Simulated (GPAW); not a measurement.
Wanted: an ASE script for a GPAW 26.7.0 run.

- Task: relaxation of cell and atoms
- Functional: OLYP
- Potentials or basis: PAW data sets generated in the run's folder for this functional
- Cutoff: 600 eV
- Basis: pw
- k mesh: 8 × 8 × 5
- Occupations: fermi-dirac, width 0.05 eV
- Spin: no spin polarisation
- Eigensolver: davidson
- Maxiter: 150
- Optimizer: LBFGS
- Fmax: 0.05 eV/Å
- Max steps: 100
- Convergence: density=1e-06 energy=1e-06 eigenstates=1e-10

Crystal: Os.

```
Os
1.0
     2.73410    0.00000    0.00000
    -1.36705    2.36780    0.00000
     0.00000    0.00000    4.31970
Os
2
Direct
  0.66667 0.33333 0.75000
  0.33333 0.66667 0.25000
```

The input as run:

run.py

```python
from ase.filters import FrechetCellFilter
from ase.io import write
from ase.optimize import LBFGS
from ase.spacegroup import crystal
from gpaw import GPAW, PW, setup_paths

setup_paths.insert(0, '.')

# Os 2c
atoms = crystal(['Os'],
                basis=[[0.6666666667, 0.3333333333, 0.75]],
                spacegroup=194, setting=1,  # P6_3/mmc
                cellpar=[2.7341, 2.7341, 4.3197, 90.0, 90.0, 120.0],
                primitive_cell=True)

calc = GPAW(mode=PW(600),
            xc='GGA_X_OPTX+GGA_C_LYP',
            kpts={'size': (8, 8, 5), 'gamma': True},
            occupations={'name': 'fermi-dirac', 'width': 0.05},
            nbands=27,
            convergence={'density': 1e-06, 'energy': 1e-06, 'eigenstates': 1e-10},
            eigensolver='davidson',
            maxiter=150,
            txt='gpaw.txt')
atoms.calc = calc
opt = LBFGS(FrechetCellFilter(atoms), trajectory='relax.traj', logfile='-')
done = opt.run(fmax=0.05, steps=100)
calc.write('gs.gpw')
write('result.traj', atoms)
print('Converged:', done)
print('Cell:', atoms.cell.cellpar().round(4))
print('Volume:', round(atoms.get_volume(), 4))
print(atoms.get_scaled_positions().round(5))
```

Potentials or basis: PAW data sets generated in the run's folder for this functional, pw.

Run with:

```bash
$ gpaw-setup -f GGA_X_OPTX+GGA_C_LYP Os
$ OMP_NUM_THREADS=1 python run.py
```

Results of the run:

The relaxed volume is 13.90 Å³/atom and the relaxed cell is a = 2.728 Å, b = 2.728 Å, c = 4.312 Å, α = 90.00°, β = 90.00°, γ = 120.00°. The space group after relaxing (to 0.05 Å) is P6_3/mmc (No. 194) and the energy gained by relaxing is 0.6 meV/atom. The ionic steps are 3. The pressure after relaxing is 0.0 GPa and the band gap on the k mesh is none (metal or under the smearing width).

Caveat: later steps reuse the first step's grids.

It took 30 s on 1 thread of AMD EPYC 9R14 (Zen 4), with other jobs on the host, peak memory 0.2 GiB.
